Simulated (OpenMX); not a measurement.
# Ag: equation of state with PBE

Ag:

```
Ag
1.0
     0.00000    2.04275    2.04275
     2.04275    0.00000    2.04275
     2.04275    2.04275    0.00000
Ag
1
Direct
  0.00000 0.00000 0.00000
```

```yaml
Program: OpenMX 3.8.5
Task: equation of state
Functional: PBE
Potentials_or_basis: OpenMX 2013 PBE set, Ag7.0-s3p2d2f1, fixed grid of 28 × 28 × 28 points
k_mesh: 11 × 11 × 11
Occupations: fermi-dirac, width 0.05 eV
Spin: no spin polarisation
Mixing_scheme: rmm-diisk
SCF_threshold: 1e-08 Ha
Solver: band
Grid_points_held_for_all_volumes: 28 × 28 × 28
```

The equilibrium volume is 18.11 Å³/atom (rough: see the caveat) and the bulk modulus is 85 GPa (rough).

Energy against volume, from the lowest point:
| volume (Å³/atom) | energy (meV/atom) |
| --- | --- |
| 16.025 | 85.90 |
| 16.366 | 57.35 |
| 16.707 | 35.01 |
| 17.048 | 18.86 |
| 17.389 | 8.47 |
| 17.730 | 2.49 |
| 18.071 | 0.00 |

Caveat: the minimum lies outside the volumes run; volumes in these bases differ from converged ones by about 1 %, for some elements by several; the basis of atomic orbitals isn't converged, which shifts pressures, moduli and gaps.
